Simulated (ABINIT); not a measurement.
# PtS2 (P-3m1) in ABINIT: notebook

Runs on PtS2. Level: PBEsol. Tasks: band structure.

All numbers are computed with ABINIT 10.8.3 (patched build); they aren't measurements. Logs are shortened: lines on timing, memory, paths and dates and some standing lists are left out, and cuts for length are marked. The log counts tension as positive stress, the text compression.

### 1 Starting point

It takes space group P-3m1 (No. 164, trigonal). Conventional cell: a = 3.543 Å, b = 3.543 Å, c = 5.039 Å, α = 90.00°, β = 90.00°, γ = 120.00°. Around Pt (site symmetry -3m) lie 6 S at 2.34 Å. S (site symmetry 3m) is surrounded by 3 Pt at 2.34 Å.

### 2 Band structure, PBEsol

run.abi

```
ndtset 2

pp_dirpath "./"
pseudos "Pt.GGA_PBE-JTH.xml, S.GGA_PBE-JTH.xml"

acell 3*1.0
rprim
     6.6956776048     0.0000000000     0.0000000000
    -3.3478388024     5.7986269013     0.0000000000
     0.0000000000     0.0000000000     9.5219519968
ntypat 2
znucl 78 16
natom 3
typat 1 2 2
xcart
     0.0000000000     0.0000000000     0.0000000000
     1.7716000002     1.0228337368     3.8949924000
    -0.0000000002     2.0456674739     1.1438076000 Angstrom

ecut 20.0
pawecutdg 40.0
pawxcdev 0

ixc -116133

occopt 3
tsmear 0.05 eV

nstep 100

iomode 3
prtwf 0
prteig 0
prtebands 0
enunit 1
prtden1 1
prtvha1 1
prtvclmb1 1
prtpot1 1

kptopt1 1
ngkpt1 9 9 5
nshiftk1 1
shiftk1 0.0 0.0 0.0
nband1 15
tolvrs1 1.0e-9

iscf2 -2
getden2 1
nband2 21
nbdbuf2 4
tolwfr2 1.0e-11
kptopt2 -7
ndivsm2 6
prteig2 1
kptbounds2
     0.0000000000     0.0000000000     0.0000000000
     0.5000000000     0.0000000000     0.0000000000
     0.3333333333     0.3333333333     0.0000000000
     0.0000000000     0.0000000000     0.0000000000
     0.0000000000     0.0000000000     0.5000000000
     0.5000000000     0.0000000000     0.5000000000
     0.3333333333     0.3333333333     0.5000000000
     0.0000000000     0.0000000000     0.5000000000
```

Potentials or basis: JTH PAW PBE v2.0.

On the command line:

```
abinit run.abi > log 2>&1
```

run.abo:

```text
.Version 10.8.3 of ABINIT
 DATASET    1 : space group P-3 m 1 (#164); Bravais hP (primitive hexag.)
================================================================================
 Values of the parameters that define the memory need for DATASET  1.
     intxc =       0    ionmov =       0      iscf =      17    lmnmax =      18
     lnmax =       6     mgfft =      40  mpssoang =       3    mqgrid =    3001
     natom =       3  nloc_mem =       2    nspden =       1   nspinor =       1
    nsppol =       1      nsym =      12    n1xccc =       1    ntypat =       2
    occopt =       3   xclevel =       2
       mpw =        1597          nfft =       36000          nkpt =          50
 PAW method is used; the additional fine FFT grid is defined by:
   mgfftf=        60    nfftf =     96000
================================================================================
================================================================================

 DATASET    2 : space group P-3 m 1 (#164); Bravais hP (primitive hexag.)
================================================================================
 Values of the parameters that define the memory need for DATASET  2.
     intxc =       0    ionmov =       0      iscf =      -2    lmnmax =      18
     lnmax =       6     mgfft =      40  mpssoang =       3    mqgrid =    3001
     natom =       3  nloc_mem =       2    nspden =       1   nspinor =       1
    nsppol =       1      nsym =      12    n1xccc =       1    ntypat =       2
    occopt =       3   xclevel =       2
       mpw =        1598          nfft =       36000          nkpt =          63
 PAW method is used; the additional fine FFT grid is defined by:
   mgfftf=        60    nfftf =     96000
================================================================================
================================================================================

--------------------------------------------------------------------------------
------------- Echo of variables that govern the present computation ------------
--------------------------------------------------------------------------------
 -outvars: echo values of preprocessed input variables --------
            acell      1.0000000000E+00  1.0000000000E+00  1.0000000000E+00 Bohr
              amu      1.95080000E+02  3.20660000E+01
             ecut      2.00000000E+01 Hartree
           enunit           1
           getden1          0
           getden2          1
             iscf1         17
             iscf2         -2
                       outvar_i_n : Printing only first  50 k-points.
              ixc     -116133
           jdtset        1    2
                       outvar_i_n : Printing only first  50 k-points.
           kptopt1          1
           kptopt2         -7
         kptrlatt        9    0    0      0    9    0      0    0    5
          kptrlen1     4.76097600E+01
          kptrlen2     3.00000000E+01
            natom           3
            nband1         15
            nband2         21
           nbdbuf1          0
           nbdbuf2          4
           ndtset           2
           ndivsm1          0
           ndivsm2          6
            ngfft          30      30      40
          ngfftdg          40      40      60
             nkpt1         50
             nkpt2         63
            nstep         100
             nsym          12
           ntypat           2
           occopt           3
        pawecutdg      4.00000000E+01 Hartree
         pawxcdev           0
        prtebands           0
           prteig1          0
           prteig2          1
           prtpot1          1
           prtpot2          0
         prtvclmb1          1
         prtvclmb2          0
           prtvha1          1
           prtvha2          0
            prtwf           0
            rprim      6.6956776048E+00  0.0000000000E+00  0.0000000000E+00
                      -3.3478388024E+00  5.7986269013E+00  0.0000000000E+00
                       0.0000000000E+00  0.0000000000E+00  9.5219519968E+00
           shiftk1     0.00000000E+00  0.00000000E+00  0.00000000E+00
           shiftk2     5.00000000E-01  5.00000000E-01  5.00000000E-01
          spgroup         164
[... 270 lines left out ...]
 -3.3076E-01 -2.0932E-01 -1.7576E-02 -1.7576E-02 -1.3091E-02  9.5014E-02
  9.5014E-02  1.7625E-01  2.0226E-01  2.0226E-01  2.3986E-01  3.3160E-01
  3.3160E-01  4.1362E-01  4.4761E-01  5.2868E-01  5.2868E-01  6.7818E-01
  7.0341E-01  7.0358E-01  7.3595E-01
 Non-SCF case, kpt    2 (  0.05000  0.00000  0.00000), residuals and eigenvalues=
  9.14E-12  4.70E-12  7.77E-12  9.83E-12  9.65E-12  8.66E-12  8.20E-12  6.40E-12
  6.74E-12  7.74E-12  6.75E-12  7.02E-12  9.55E-12  4.27E-12  5.00E-12  8.24E-12
[... 479 lines left out ...]
  7.29E-12  9.94E-12  3.83E-12  9.79E-12  6.39E-12  7.71E-12  6.20E-12  8.96E-12
  1.00E-11  1.35E-11  9.82E-10  1.09E-09  8.57E-10
 -3.1928E-01 -2.3557E-01 -1.7122E-02 -1.6059E-02  3.5324E-02  9.2451E-02
  9.3049E-02  1.5363E-01  1.8321E-01  1.9617E-01  2.1936E-01  3.4171E-01
  3.4629E-01  4.4480E-01  5.0269E-01  5.2118E-01  5.2146E-01  5.8272E-01
  6.4855E-01  6.5296E-01  6.8962E-01
 Non-SCF case, kpt   63 (  0.00000  0.00000  0.50000), residuals and eigenvalues=
  8.58E-12  5.28E-12  2.71E-12  9.91E-12  8.57E-12  5.34E-12  8.11E-12  7.42E-12
  3.89E-12  8.28E-12  9.58E-12  4.56E-12  5.34E-12  6.65E-12  4.63E-12  5.94E-12
  5.25E-12  5.09E-11  9.03E-10  5.29E-09  7.27E-09
 -3.2044E-01 -2.3533E-01 -1.6840E-02 -1.6840E-02  3.4595E-02  9.4159E-02
  9.4159E-02  1.5084E-01  1.9529E-01  1.9529E-01  2.0913E-01  3.4918E-01
  3.4918E-01  4.3901E-01  5.0785E-01  5.1655E-01  5.1655E-01  5.8795E-01
  6.4894E-01  6.4894E-01  6.8720E-01

--- !ResultsGS
iteration_state: {dtset: 2, }
comment   : Summary of ground state results
lattice_vectors:
- [  6.6956776,   0.0000000,   0.0000000, ]
- [ -3.3478388,   5.7986269,   0.0000000, ]
- [  0.0000000,   0.0000000,   9.5219520, ]
lattice_lengths: [   6.69568,    6.69568,    9.52195, ]
lattice_angles: [ 90.000,  90.000, 120.000, ] # degrees, (23, 13, 12)
lattice_volume:   3.6969680E+02
convergence: {deltae:  0.000E+00, res2:  0.000E+00, residm:  1.000E-11, diffor:  0.000E+00, }
etotal    :  -4.77184646E+01
entropy   :   0.00000000E+00
fermie    :   2.59990323E-01
cartesian_stress_tensor: null
pressure_GPa: null
xred      :
- [  0.0000E+00,   0.0000E+00,   0.0000E+00, Pt]
- [  6.6667E-01,   3.3333E-01,   7.7300E-01,  S]
- [  3.3333E-01,   6.6667E-01,   2.2700E-01,  S]
cartesian_forces: null
force_length_stats: {min: null, max: null, mean: null, }
...

 Integrated electronic density in atomic spheres:
 ------------------------------------------------
 Atom  Sphere_radius  Integrated_density
    1        2.51622          8.90114195
    2        1.90380          3.55976749
    3        1.90380          3.55976749

================================================================================

 ----iterations are completed or convergence reached----

 Mean square residual over all n,k,spin=   68.490E-13; max=  10.000E-12
 reduced coordinates (array xred) for    3 atoms
       0.000000000000      0.000000000000      0.000000000000
       0.666666666667      0.333333333333      0.773000000184
       0.333333333333      0.666666666667      0.226999999816

 cartesian coordinates (angstrom) at end:
    1      0.00000000000000     0.00000000000000     0.00000000000000
    2      1.77159999880500     1.02283373620511     3.89499239830025
    3     -0.00000000000000     2.04566747241022     1.14380759830025
 length scales=  1.000000000000  1.000000000000  1.000000000000 bohr
              =  0.529177210544  0.529177210544  0.529177210544 angstroms
 Eigenvalues (   eV  ) for nkpt=  63  k points:
 kpt#   1, nband= 21, wtk=  1.00000, kpt=  0.0000  0.0000  0.0000 (reduced coord)
  -9.00053   -5.69595   -0.47828   -0.47828   -0.35622    2.58545    2.58545    4.79608
   5.50388    5.50388    6.52685    9.02316    9.02316   11.25507   12.18019   14.38599
  14.38599   18.45418   19.14082   19.14535   20.02609
 kpt#   2, nband= 21, wtk=  1.00000, kpt=  0.0500  0.0000  0.0000 (reduced coord)
  -8.96630   -5.71901   -0.45474   -0.44910   -0.32258    2.53819    2.55772    4.68377
   5.49708    5.50851    6.55521    8.83803    8.99144   11.47485   12.31910   14.29124
  14.49751   18.26466   18.84211   18.86120   19.47929
 kpt#   3, nband= 21, wtk=  1.00000, kpt=  0.1000  0.0000  0.0000 (reduced coord)
  -8.86484   -5.78487   -0.38587   -0.36799   -0.21973    2.39246    2.48372    4.39936
   5.46738    5.50648    6.60661    8.46008    8.91919   11.93170   12.69475   14.10406
  14.80972   17.60353   18.28797   18.39163   18.99690
 kpt#   4, nband= 21, wtk=  1.00000, kpt=  0.1500  0.0000  0.0000 (reduced coord)
  -8.69992   -5.88467   -0.27744   -0.25121   -0.04463    2.13756    2.38688    4.05527
   5.40150    5.45927    6.57136    8.14583    8.85761   12.27820   13.16388   14.13767
  15.25491   16.84398   17.70615   17.72295   18.94264
 kpt#   5, nband= 21, wtk=  1.00000, kpt=  0.2000  0.0000  0.0000 (reduced coord)
[... 221 lines left out ...]
   4.69307    5.46521    6.40624    8.27931    8.91244   12.87971   13.21640   14.70712
  14.82840   15.51175   17.45637   18.10538   18.79138
 kpt#  61, nband= 21, wtk=  1.00000, kpt=  0.0556  0.0556  0.5000 (reduced coord)
  -8.59459   -6.42907   -0.48276   -0.37537    1.01707    2.39011    2.43601    4.39118
   4.53289    5.39798    6.27041    8.82552    9.20526   12.46043   13.43951   14.46011
  14.49747   15.57687   17.59504   17.97039   18.84036
 kpt#  62, nband= 21, wtk=  1.00000, kpt=  0.0278  0.0278  0.5000 (reduced coord)
  -8.68816   -6.41014   -0.46591   -0.43699    0.96121    2.51571    2.53199    4.18040
   4.98539    5.33800    5.96907    9.29836    9.42306   12.10360   13.67880   14.18201
  14.18973   15.85657   17.64801   17.76802   18.76556
 kpt#  63, nband= 21, wtk=  1.00000, kpt=  0.0000  0.0000  0.5000 (reduced coord)
  -8.71974   -6.40370   -0.45823   -0.45823    0.94139    2.56220    2.56220    4.10462
   5.31423    5.31423    5.69075    9.50176    9.50176   11.94620   13.81940   14.05610
  14.05610   15.99899   17.65843   17.65843   18.69975

== END DATASET(S) ==============================================================
================================================================================

 -outvars: echo values of variables after computation  --------
            acell      1.0000000000E+00  1.0000000000E+00  1.0000000000E+00 Bohr
           etotal1    -4.7718464644E+01
            fcart1    -1.6085871406E-28 -3.0957273955E-29 -1.1564823173E-18
                      -1.6085871406E-28  6.1914547909E-29 -2.1033103564E-02
                       3.2171742812E-28 -3.0957273955E-29  2.1033103564E-02
            rprim      6.6956776048E+00  0.0000000000E+00  0.0000000000E+00
                      -3.3478388024E+00  5.7986269013E+00  0.0000000000E+00
                       0.0000000000E+00  0.0000000000E+00  9.5219519968E+00
           strten1    -2.6302153505E-04 -2.6302153503E-04 -2.1950198012E-04
                       0.0000000000E+00  0.0000000000E+00  0.0000000000E+00
           xangst      0.0000000000E+00  0.0000000000E+00  0.0000000000E+00
                       1.7715999988E+00  1.0228337362E+00  3.8949923983E+00
                      -6.5562370303E-17  2.0456674724E+00  1.1438075983E+00
             xred      0.0000000000E+00  0.0000000000E+00  0.0000000000E+00
                       6.6666666667E-01  3.3333333333E-01  7.7300000018E-01
                       3.3333333333E-01  6.6666666667E-01  2.2699999982E-01
 Calculation completed.
```

Wall time 79 s (1 thread of Intel Xeon 6975P-C (Granite Rapids), shared host); peak memory 0.15 GiB.

What came out:

* Free energy: -1298.4856 eV
* Pressure: 7.3 GPa
* Largest force: 1.082 eV/Å
* Band gap on the k mesh: 0.92 eV, indirect (least direct gap 0.95 eV)
* Band gap along the path: 0.92 eV, indirect (least direct gap 1.49 eV)
* Valence electrons inside the program's atomic spheres: Pt 8.90; S 3.56

Forces on the atoms (eV/Å):
```
Pt   0.000  0.000  0.000
S    0.000  0.000 -1.082
S    0.000  0.000  1.082
```

Levels at the corners of the path, in eV from the valence-band top:
```tsv
point	band 7	band 8	band 9	band 10	band 11	band 12	band 13	band 14	band 15	band 16
Γ	-4.04	-1.83	-1.12	-1.12	-0.10	2.40	2.40	4.63	5.56	7.76
M	-3.44	-3.37	-3.28	-3.03	-2.39	1.70	2.79	5.39	6.40	8.11
K	-4.62	-3.72	-2.72	-1.52	-1.52	0.95	0.95	5.55	7.94	9.21
Γ	-4.04	-1.83	-1.12	-1.12	-0.10	2.40	2.40	4.63	5.56	7.76
A	-4.06	-2.52	-1.31	-1.31	-0.93	2.88	2.88	5.32	7.20	7.43
L	-3.38	-3.31	-3.12	-2.77	-1.37	2.03	2.29	5.25	5.41	7.70
H	-4.43	-3.62	-3.59	-1.92	-1.92	2.18	2.18	7.17	7.80	7.98
A	-4.06	-2.52	-1.31	-1.31	-0.93	2.88	2.88	5.32	7.20	7.43
```

Caveat: the PAW data sets were made with another functional, which shifts forces and pressure a little; spin-orbit coupling is left out, which moves the levels of the heavy elements. A hybrid or GW would open this gap; PBEsol tends to underestimate it.

### 3 Band structure, PBEsol, spin-orbit coupling, no magnetisation

run.abi, as its differences from that of step 2:

```diff
@@ -28,2 +28,6 @@
 
+nspinor 2
+nspden 1
+pawspnorb 1
+
 nstep 100
@@ -40,3 +44,3 @@
 
-kptopt1 1
+kptopt1 4
 ngkpt1 9 9 5
@@ -44,3 +48,3 @@
 shiftk1 0.0 0.0 0.0
-nband1 15
+nband1 30
 tolvrs1 1.0e-9
@@ -49,4 +53,4 @@
 getden2 1
-nband2 21
-nbdbuf2 4
+nband2 42
+nbdbuf2 8
 tolwfr2 1.0e-11
```

Potentials or basis: JTH PAW PBE v2.0.

On the command line:

```
abinit run.abi > log 2>&1
```

Wall time 6.7 min (1 thread of Intel Xeon 6975P-C (Granite Rapids), shared host); peak memory 0.26 GiB.

Results (log left out):

- Free energy: -1298.9241 eV
- Pressure: 7.3 GPa
- Largest force: 1.096 eV/Å
- Band gap on the k mesh: 0.87 eV, indirect (least direct gap 0.98 eV)
- Band gap along the path: 0.89 eV, indirect (least direct gap 1.50 eV)
- Valence electrons inside the program's atomic spheres: Pt 8.89; S 3.56

Forces on the atoms (eV/Å):
```
Pt   0.000  0.000  0.000
S    0.000  0.000 -1.096
S    0.000  0.000  1.096
```

Stress tensor (GPa, compression positive):
```
7.59 0.00 0.00
0.00 7.59 0.00
0.00 0.00 6.59
```

Levels at the corners of the path, in eV from the valence-band top:
| point | band 18 | band 19 | band 20 | band 21 | band 22 | band 23 | band 24 | band 25 | band 26 | band 27 |
| --- | --- | --- | --- | --- | --- | --- | --- | --- | --- | --- |
| Γ | -1.30 | -1.01 | -1.01 | -0.10 | -0.10 | 2.24 | 2.24 | 2.56 | 2.56 | 4.54 |
| M | -3.09 | -3.02 | -3.02 | -2.26 | -2.26 | 1.70 | 1.70 | 2.80 | 2.80 | 5.38 |
| K | -2.78 | -1.62 | -1.62 | -1.45 | -1.45 | 0.89 | 0.89 | 1.07 | 1.07 | 5.54 |
| Γ | -1.30 | -1.01 | -1.01 | -0.10 | -0.10 | 2.24 | 2.24 | 2.56 | 2.56 | 4.54 |
| A | -1.46 | -1.21 | -1.21 | -0.92 | -0.92 | 2.72 | 2.72 | 3.03 | 3.03 | 5.15 |
| L | -3.17 | -2.55 | -2.55 | -1.38 | -1.38 | 1.98 | 1.98 | 2.35 | 2.35 | 5.23 |
| H | -3.59 | -1.95 | -1.95 | -1.82 | -1.82 | 2.18 | 2.18 | 2.20 | 2.20 | 7.15 |
| A | -1.46 | -1.21 | -1.21 | -0.92 | -0.92 | 2.72 | 2.72 | 3.03 | 3.03 | 5.15 |

Caveat: the PAW data sets were made with another functional, which shifts forces and pressure a little. Expect the measured gap to be larger: semilocal functionals such as PBEsol lack the derivative discontinuity.
